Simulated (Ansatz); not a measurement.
# CdSe (Cadmoselite) (P6_3mc) in Ansatz: further runs

One crystal, CdSe (Cadmoselite), is run at these levels: PBE+D4, r2SCAN+D4, rPW86-PBE+rVV10, PBE; tasks: relaxation of cell and atoms, single point.

Program: Ansatz 0.2.0. These are calculated values, not measurements. Logs are shortened: lines on timing, memory, paths and dates and some standing lists are left out, and cuts for length are marked.

**What was measured.**

From a printed reference work, data compilation, for a bulk crystal of CdSe at 2 K: band gap 1.841 eV.

The results are compared with them further down.

## Step 1: The crystal as given

The structure is hexagonal, space group P6_3mc (No. 186). Conventional cell: a = 4.300 Å, b = 4.300 Å, c = 7.020 Å, α = 90.00°, β = 90.00°, γ = 120.00°. Cd (site symmetry 3m) is surrounded by 4 Se at 2.61 to 2.70 Å. Se (site symmetry 3m) is surrounded by 4 Cd at 2.61 to 2.70 Å.

## Step 2: Relaxation of cell and atoms, PBE+D4

File input.yaml:

```yaml
crystal:
  lattice:
    - [4.3, 0.0, 0.0]
    - [-2.15, 3.7239092363, 0.0]
    - [0.0, 0.0, 7.02]
  atoms:
    - { symbol: Cd, position: [0.6666666667, 0.3333333333, 0.5] }
    - { symbol: Cd, position: [0.3333333333, 0.6666666667, 0.0] }
    - { symbol: Se, position: [0.6666666667, 0.3333333333, 0.885] }
    - { symbol: Se, position: [0.3333333333, 0.6666666667, 0.385] }
hamiltonian:
  xc: pbe
  pseudopotentials: { kind: paw }
  dispersion: d4
kpoints:
  mp_grid: { grid: [7, 7, 4] }
scf:
  occupations: { method: fermi_dirac, width: 0.05 }
output:
  forces: true
  stress: true
relax:
  f_tol: 0.01
  max_steps: 40
  cell: { stress_tol: 0.05 }
```

Potentials or basis: Ansatz PAW.

On the command line:

```sh
$ ansatz run input.yaml --threads 2 --pin off --max-ram 5120MiB --backend cpu --events-out ev --progress --plain --runs-dir out
```

The program printed:

```text
Warning: RAYON_NUM_THREADS=2 ignored (pool sized by the plan → 2); use --threads N
Engine: ansatz 0.2.0, x86_64-unknown-linux-gnu
Pseudopotentials: kind: paw
Pseudopotential: Cd, paw, valence charge 20, recommended cutoff 420 eV (normal), Cd.paw.azcp
Pseudopotential: Se, paw, valence charge 16, recommended cutoff 420 eV (normal), Se.paw.azcp
Functional definition: PBE
  parameter kappa = 0.804
  parameter beta = 0.06672455060314922
  exchange = pbe_x(kappa = kappa, mu = beta*pi^2/3)
  correlation = pbe_c(beta = beta)
Crystal: 4 atoms, lattice volume = 112.410 Å³
Basis set: ecut = 420 eV, 2189 PW (Γ), exchange–correlation on 60×60×96 points (8 copies of the dense FFT grid, shifted against one another)
Bands: 44, of which v1, the nominal top of the filled ones, is band 36 counted from 1 (35 counted from 0)
Symmetry: 12 space group operations
Space group: P63mc (ITA 186), of the structure as read, at distance tolerance 4.8e-5 Å
k-points: 24 of 196 (time reversal used)
Non-local potential: Cd, projectors of the file, l = 0: 3, l = 1: 2, l = 2: 2, l = 3: 1
Non-local potential: Se, projectors of the file, l = 0: 2, l = 1: 2, l = 2: 3, l = 3: 1
PAW form: soft (Blöchl's): semilocal exchange-correlation on the pseudo side does not see the compensation charge
PAW one-centre angular grid: Cd, 590 points (default); XC on 64 Gauss nodes
PAW one-centre angular grid: Se, 590 points (default); XC on 64 Gauss nodes
Initial density: superposition of atomic densities (neutral atoms: chi_scale 0, normalization atom), corrected by the library's trained network
Initial wavefunctions: pseudopotential atomic-orbital guess
Functional: x = pbe(κ = 0.804, μ = 0.2195149727645171), c = pbe(β = 0.06672455060314922)
SCF iter   1: F=—  HF=-27450.804372 eV  |F-HF|=—  |Δ(HF+E_count)|=         —  Δρ=8.74e-4  dr2=1.69e-3  ethr=1.77e-3  ⟨swp⟩=6.3  Hψ=3881  notcnv=0  defer=12
preconditioner: auto → Resta (q_TF=auto, 2.533 Å⁻¹)  ε∞=4.0  [insulator: Δε(μ)=0.690 eV  Ē_g=12.156 eV  σ=0.050 eV  W_gap=1.00  n_scr=34 (ndim 8)  ℏωp=21.0 eV  f_vac=0.201  D(μ)=0.00/eV (n_scr^D=0)  ε∞_Penn≈4.0]
SCF iter   2: F=—  HF=-27450.805529 eV  |F-HF|=—  |Δ(HF+E_count)|=   1.16e-3  Δρ=5.03e-4  dr2=5.12e-4  ethr=2.34e-6  ⟨swp⟩=2.0  Hψ=1692  notcnv=0  defer=24
SCF iter   3: F=—  HF=-27450.805573 eV  |F-HF|=—  |Δ(HF+E_count)|=   4.45e-5  Δρ=2.29e-4  dr2=4.26e-5  ethr=7.12e-7  ⟨swp⟩=2.0  Hψ=1418  notcnv=0  defer=24
SCF iter   4: F=—  HF=-27450.805621 eV  |F-HF|=—  |Δ(HF+E_count)|=   4.74e-5  Δρ=9.93e-5  dr2=1.16e-5  ethr=5.92e-8  ⟨swp⟩=2.5  Hψ=1775  notcnv=0  defer=24
SCF iter   5: F=—  HF=-27450.805636 eV  |F-HF|=—  |Δ(HF+E_count)|=   1.50e-5  Δρ=3.44e-5  dr2=2.10e-6  ethr=1.61e-8  ⟨swp⟩=2.0  Hψ=1369  notcnv=0  defer=24
SCF iter   6: F=—  HF=-27450.805638 eV  |F-HF|=—  |Δ(HF+E_count)|=   1.88e-6  Δρ=9.86e-6  dr2=1.05e-7  ethr=2.92e-9  ⟨swp⟩=2.0  Hψ=1419  notcnv=0  defer=24
SCF iter   7: F=-27450.805638 eV  HF=-27450.805638 eV  |F-HF|=9.40e-9  |Δ(HF+E_count)|=   2.49e-7  Δρ=4.97e-6  dr2=2.52e-8  ethr=1.39e-10  ⟨swp⟩=4.0  Hψ=3451  notcnv=0
SCF 1 converged in 7 iterations: F = -27450.805638 eV  dr2 = 2.52e-8
relax step   1: F+E_penalty+E_count = -27450.80563774 eV  Δ(F+E_penalty+E_count) = +0.000e0 eV  max|allowed force component| = 2.832e-1 eV/Å  Δτ_max = 0.0000 Å  P = +0.975 GPa  Ω = 112.410 Å³  (7 SCF iters, dr2 threshold 1.00e-7 eV, accepted)
[... 13 lines left out ...]
relax step   2: F+E_penalty+E_count = -27450.82921213 eV  Δ(F+E_penalty+E_count) = -2.357e-2 eV  max|allowed force component| = 1.658e-3 eV/Å  Δτ_max = 0.0276 Å  P = -0.180 GPa  Ω = 114.743 Å³  energy of the carried Pulay correction = -4.978e-4 eV  (6 SCF iters, dr2 threshold 4.00e-7 eV, accepted)
[... 10 lines left out ...]
relax step   3: F+E_penalty+E_count = -27450.83018111 eV  Δ(F+E_penalty+E_count) = -9.690e-4 eV  max|allowed force component| = 1.154e-3 eV/Å  Δτ_max = 0.0052 Å  P = -0.025 GPa  Ω = 114.375 Å³  energy of the carried Pulay correction = -4.204e-4 eV  (5 SCF iters, dr2 threshold 2.22e-7 eV, accepted)
[... 9 lines left out ...]
relax step   4: F+E_penalty+E_count = -27450.83023339 eV  Δ(F+E_penalty+E_count) = -5.228e-5 eV  max|allowed force component| = 6.765e-5 eV/Å  Δτ_max = 0.0013 Å  P = -0.002 GPa  Ω = 114.319 Å³  energy of the carried Pulay correction = -4.086e-4 eV  (5 SCF iters, dr2 threshold 7.10e-9 eV, accepted)
[... 11 lines left out ...]
relax step   5: F+E_penalty+E_count = -27450.83066793 eV  Δ(F+E_penalty+E_count) = -4.345e-4 eV  max|allowed force component| = 7.160e-5 eV/Å  Δτ_max = 0.0000 Å  P = -0.003 GPa  Ω = 114.319 Å³  stress off target by 4.67e-3 GPa  SCF on the basis re-selected at this cell (its energy is not comparable with the rows above)  (7 SCF iters)
basis re-selected at this cell: Δ(F+E_penalty+E_count) = -4.345e-4 eV, ΔP = -0.002 GPa vs the last step (what re-selecting the basis moved, of the pressure what is left beyond the Pulay correction that the steps carried, after the strain that the cell walked since its last selection, with what the two solves' SCF thresholds leave and, on support functions, any second-order correction that the steps lacked; it is no measure of the basis error at this ecutwfc). This SCF's stress stands 4.67e-3 GPa from its target on what of the cell is left free (relax.cell.stress_tol is 5.00e-2 GPa) and its largest allowed force component is 7.16e-5 eV/Å (relax.f_tol is 1.00e-2 eV/Å): within both
SCF converged after 7 iterations
Free energy (F): -27450.830668 eV
Harris-Foulkes:  -27450.830668 eV  (|F-HF|=6.18e-11)
Internal energy: -27450.830641 eV  (E = F + TS)
E sigma→0 (E₀):  -27450.830655 eV
Entropy (-TS):   -0.000027 eV (-0.007 meV/atom)
Fermi energy:    7.599132 eV
--- Per-component energies (eV) ---
  E_band       = -1793.527614
  E_kinetic    = 1247.385085
  E_local      = -12849.025159  (includes V_loc(G=0)·N_el)
  E_nonlocal   = -1124.576936
  E_hartree    = 6107.476483
  E_xc         = -562.021860
  E_vxc        = -639.765333  (∫ρ·V_xc dr)
  E_paw        = -11989.379286  (= ΣΔE_a)
  E_vpaw       = -642.497681  (= ΣTr[D̂ρ^β])
  E_aug_tail   = -0.001153  (compensation charges beyond the density's cutoff)
  E_ewald      = -8279.416624
  E_disp       = -1.271192  (pairwise vdW)
  E_smearing   = -0.000027  (= −TS)
  E_closure    = 0.000000  (closes the sum)
  Σ components = -27450.830668   (vs F -27450.830668, Δ=0.00e0)
--- Forces (eV/Å), atoms counted from 1 ---
  atom   1  Cd     0.00000000     0.00000000     0.00007172
  atom   2  Cd    -0.00000000    -0.00000000     0.00007172
  atom   3  Se     0.00000000     0.00000000    -0.00007148
  atom   4  Se     0.00000000    -0.00000000    -0.00007148
  max |Σ_I F_I| component: 4.85e-7 eV/Å
--- Stress (GPa, compression-positive) ---
       -0.004668       0.000000      -0.000000
        0.000000      -0.004668       0.000000
       -0.000000       0.000000      -0.000238
  P = ⅓ Tr σ = -0.0032 GPa (-0.032 kbar)
--- Relaxed structure (4 steps of the walk, 4 accepted, 1 SCFs on fresh bases) ---
  F+E_penalty+E_count = -27450.83066793 eV   max|allowed force component| = 7.160e-5 eV/Å   (the final SCF, on the basis selected at the relaxed cell)
  cell:  # Å, volume = 114.3190 Å³
    - [4.322719909696945, 0.0, 3.431921814147715e-34]
    - [-2.1613599548484723, 3.7435852552423285, 2.654600761620739e-35]
    - [-5.60281189191393e-34, -7.470415855885239e-34, 7.064369587504593]
  atoms:
    - { symbol: Cd, position: [0.6666666666666667, 0.33333333333333337, 0.50485501406994] }
    - { symbol: Cd, position: [0.33333333333333337, 0.6666666666666667, 0.004855014069940059] }
    - { symbol: Se, position: [0.6666666666666667, 0.33333333333333337, 0.88014498593006] }
    - { symbol: Se, position: [0.33333333333333337, 0.6666666666666667, 0.38014498593005996] }
```

Wall time 9.1 s (2 threads of Intel Xeon 6975P-C (Granite Rapids), shared host); peak memory 0.48 GiB.

Results:

* Free energy: -27450.8307 eV
* Relaxed volume: 28.58 Å³/atom
* Relaxed cell: a = 4.323 Å, b = 4.323 Å, c = 7.064 Å, α = 90.00°, β = 90.00°, γ = 120.00°
* Space group after relaxing (to 0.05 Å): P6_3mc (No. 186)
* Energy gained by relaxing: 6.3 meV/atom
* Ionic steps: 5
* Pressure after relaxing: 0.0 GPa
* Band gap on the k mesh: 0.63 eV

Step by step:
| step | energy change (eV) | largest force (eV/Å) | volume (Å³) |
| --- | --- | --- | --- |
| 1 | 0.0000 | 0.2832 | 112.41 |
| 2 | -0.0236 | 0.0017 | 114.74 |
| 3 | -0.0245 | 0.0012 | 114.38 |
| 4 | -0.0246 | 0.0001 | 114.32 |
| 5 | -0.0250 | 0.0001 | 114.32 |

Final structure:
```
Cd Se
1.0
     4.32272    0.00000    0.00000
    -2.16136    3.74359    0.00000
     0.00000    0.00000    7.06437
Cd Se
2 2
Cartesian
  2.1614 1.2479 3.5665
  0.0000 2.4957 0.0343
  2.1614 1.2479 6.2177
  0.0000 2.4957 2.6855
```

Caveat: odd divisions of the mesh miss points on the zone boundary, where band edges often lie, so the gap on the mesh can be too wide; the plane-wave basis is chosen anew once the cell has moved, so the energies of steps on either side of that aren't comparable. A hybrid or GW would open this gap; PBE tends to underestimate it.

## Step 3: Relaxation of cell and atoms, r2SCAN+D4

Edit input.yaml of step 2 so:

```diff
@@ -11,3 +11,3 @@
 hamiltonian:
-  xc: pbe
+  xc: r2scan
   pseudopotentials: { kind: paw }
@@ -21,2 +21,6 @@
   stress: true
+  write_density: true
+  write_potential: true
+  elf: true
+  volumetric_format: npy
 relax:
```

Potentials or basis: Ansatz PAW.

On the command line:

```sh
$ ansatz run input.yaml --threads 2 --pin off --max-ram 5120MiB --backend cpu --events-out ev --progress --plain --runs-dir out
```

Run time: 21 s. Hardware: 2 threads of Intel Xeon 6975P-C (Granite Rapids), shared host; peak memory 0.69 GiB.

The run converged. Its results:

```yaml
Free_energy: -27496.1369 eV
Relaxed_volume: 28.54 Å³/atom
Relaxed_cell: a = 4.326 Å, b = 4.326 Å, c = 7.045 Å, α = 90.00°, β = 90.00°, γ = 120.00°
Space_group_after_relaxing_to_0.05_Å: P6_3mc (No. 186)
Energy_gained_by_relaxing: 5.9 meV/atom
Ionic_steps: 4
Pressure_after_relaxing: 0.0 GPa
Band_gap_on_the_k_mesh: 1.13 eV, direct
```

Stress tensor (GPa, compression positive):
```
-0.04  0.00  0.00
 0.00 -0.04  0.00
 0.00  0.00  0.04
```

The path:
```tsv
step	energy change (eV)	largest force (eV/Å)	volume (Å³)
1	0.0000	0.2783	112.41
2	-0.0222	0.0021	114.63
3	-0.0233	0.0018	114.17
4	-0.0237	0.0018	114.17
```

Final structure:
```
CELL_PARAMETERS angstrom
4.32586 0.00000 0.00000
-2.16293 3.74630 0.00000
0.00000 0.00000 7.04499
ATOMIC_POSITIONS crystal
Cd 0.66667 0.33333 0.50444
Cd 0.33333 0.66667 0.00444
Se 0.66667 0.33333 0.88056
Se 0.33333 0.66667 0.38056
```

Levels at points of the mesh, in eV from the valence-band top:
| k point | band 32 | band 33 | band 34 | band 35 | band 36 | band 37 | band 38 | band 39 | band 40 | band 41 |
| --- | --- | --- | --- | --- | --- | --- | --- | --- | --- | --- |
| (0.00, 0.00, 0.00) | -0.75 | -0.75 | -0.04 | 0.00 | 0.00 | 1.13 | 2.66 | 6.40 | 6.40 | 6.71 |
| (0.00, 0.00, -0.50) | -2.58 | -0.39 | -0.39 | -0.39 | -0.39 | 2.81 | 2.81 | 6.29 | 6.29 | 6.78 |

Caveat: odd divisions of the mesh miss points on the zone boundary, where band edges often lie, so the gap on the mesh can be too wide; the plane-wave basis is chosen anew once the cell has moved, so the energies of steps on either side of that aren't comparable; the PAW data sets come from PBE, with cores solved anew for the run's functional, which leaves a small shift of forces and pressure. Zero-point motion and thermal expansion aren't in these numbers.

## Step 4: Relaxation of cell and atoms, rPW86-PBE+rVV10

Edit input.yaml of step 3 so:

```diff
@@ -11,5 +11,5 @@
 hamiltonian:
-  xc: r2scan
+  xc: { exchange: rpw86, correlation: pbe }
   pseudopotentials: { kind: paw }
-  dispersion: d4
+  dispersion: rvv10
 kpoints:
```

On the command line:

```sh
$ ansatz run input.yaml --threads 2 --pin off --max-ram 5120MiB --backend cpu --events-out ev --progress --plain --runs-dir out
```

Run time: 16 s. Hardware: 2 threads of Intel Xeon 6975P-C (Granite Rapids), shared host; peak memory 0.55 GiB.

Results (log left out):

```
Free energy                            : -27594.9843 eV
Relaxed volume                         : 29.93 Å³/atom
Relaxed cell                           : a = 4.386 Å, b = 4.386 Å, c = 7.185 Å, α = 90.00°, β = 90.00°, γ = 120.00°
Space group after relaxing (to 0.05 Å) : P6_3mc (No. 186)
Energy gained by relaxing              : 23.3 meV/atom
Ionic steps                            : 5
Pressure after relaxing                : 0.0 GPa
Band gap on the k mesh                 : 0.25 eV, direct
```

Step by step:
```csv
step,energy change (eV),largest force (eV/Å),volume (Å³)
1,0.0000,0.3080,112.41
2,-0.0807,0.0358,122.28
3,-0.0895,0.0220,120.14
4,-0.0901,0.0001,119.70
5,-0.0933,0.0000,119.70
```

Final structure:
```yaml
crystal:
  lattice:
    - [4.38612, 0.00000, 0.00000]
    - [-2.19306, 3.79849, 0.00000]
    - [0.00000, 0.00000, 7.18468]
  atoms:
    - { symbol: Cd, position: [0.66667, 0.33333, 0.50513] }
    - { symbol: Cd, position: [0.33333, 0.66667, 0.00513] }
    - { symbol: Se, position: [0.66667, 0.33333, 0.87987] }
    - { symbol: Se, position: [0.33333, 0.66667, 0.37987] }
```

Levels at points of the mesh, in eV from the valence-band top:
```tsv
k point	band 34	band 35	band 36	band 37	band 38	band 39
(0.00, 0.00, 0.00)	-0.06	0.00	0.00	0.25	1.97	5.75
(0.00, 0.00, -0.50)	-0.36	-0.36	-0.36	2.06	2.06	5.52
```

Caveat: odd divisions of the mesh miss points on the zone boundary, where band edges often lie, so the gap on the mesh can be too wide; the plane-wave basis is chosen anew once the cell has moved, so the energies of steps on either side of that aren't comparable; the PAW data sets come from PBE, with cores solved anew for the run's functional, which leaves a small shift of forces and pressure.

## Step 5: Single point, PBE

Edit input.yaml of step 4 so:

```diff
@@ -11,7 +11,6 @@
 hamiltonian:
-  xc: { exchange: rpw86, correlation: pbe }
+  xc: pbe
   pseudopotentials: { kind: paw }
-  dispersion: rvv10
 kpoints:
-  mp_grid: { grid: [7, 7, 4] }
+  mp_grid: { grid: [10, 10, 5] }
 scf:
@@ -21,9 +20,2 @@
   stress: true
-  write_density: true
-  write_potential: true
-  elf: true
-  volumetric_format: npy
-relax:
-  f_tol: 0.01
-  max_steps: 40
-  cell: { stress_tol: 0.05 }
+  eigenvalues: true
```

On the command line:

```sh
$ ansatz run input.yaml --threads 2 --pin off --max-ram 5120MiB --backend cpu --events-out ev --progress --plain --runs-dir out
```

It took 3.4 s on 2 threads of Intel Xeon 6975P-C (Granite Rapids), shared host; peak memory 0.47 GiB.

The run converged. Its results:

```
Free energy            : -27449.5127 eV
Pressure               : 3.0 GPa
Largest force          : 0.281 eV/Å
Band gap on the k mesh : 0.70 eV, direct
```

Forces on the atoms (eV/Å):
```
Cd   0.000  0.000  0.281
Cd   0.000  0.000  0.281
Se   0.000  0.000 -0.281
Se   0.000  0.000 -0.281
```

Stress tensor (GPa, compression positive):
```
3.68 0.00 0.00
0.00 3.68 0.00
0.00 0.00 1.67
```

Levels at points of the mesh, in eV from the valence-band top:
```tsv
k point	band 32	band 33	band 34	band 35	band 36	band 37	band 38	band 39	band 40	band 41
(0.00, 0.00, 0.00)	-0.72	-0.72	-0.01	0.00	0.00	0.70	2.12	5.89	5.89	6.14
(0.00, -0.50, 0.00)	-3.71	-2.56	-1.85	-1.23	-0.83	3.23	3.32	4.81	6.15	6.66
```

Caveat: odd divisions of the mesh miss points on the zone boundary, where band edges often lie, so the gap on the mesh can be too wide.

## Step 6: The runs side by side

```tsv
task	level	cell	k mesh	cutoff (eV)	gap on the mesh (eV)	pressure (GPa)	relaxed volume (Å³/atom)
relaxation of cell and atoms	PBE+D4	relaxed	7 × 7 × 4	420	0.63	0.0	28.58
relaxation of cell and atoms	r2SCAN+D4	relaxed	7 × 7 × 4	500	1.13	0.0	28.54
relaxation of cell and atoms	rPW86-PBE+rVV10	relaxed	7 × 7 × 4	420	0.25	0.0	29.93
single point	PBE	as given	10 × 10 × 5	420	0.70	3.0	-
```

Alike in all rows: potentials or basis Ansatz PAW; no spin polarisation; smearing fermi-dirac 0.05 eV.

Caveats: odd divisions of the mesh miss points on the zone boundary, where band edges often lie, so the gap on the mesh can be too wide; the plane-wave basis is chosen anew once the cell has moved, so the energies of steps on either side of that aren't comparable (some runs); the PAW data sets come from PBE, with cores solved anew for the run's functional, which leaves a small shift of forces and pressure (some runs).

Absolute energies hang on the potentials; compare differences alone.

## Step 7: Against experiment

Step 5. Measured gap of CdSe: 1.841 eV (2 K; a printed reference work, data compilation). This calculation gives 0.70 eV (-1.14 eV). So large a miss can be the level of theory's own, or it may mean another phase, state or a wrong row. Spin-orbit coupling on Cd, Se is left out. The value is that of PBE, without temperature or zero-point motion. Semilocal functionals fall short of measured gaps as a rule.
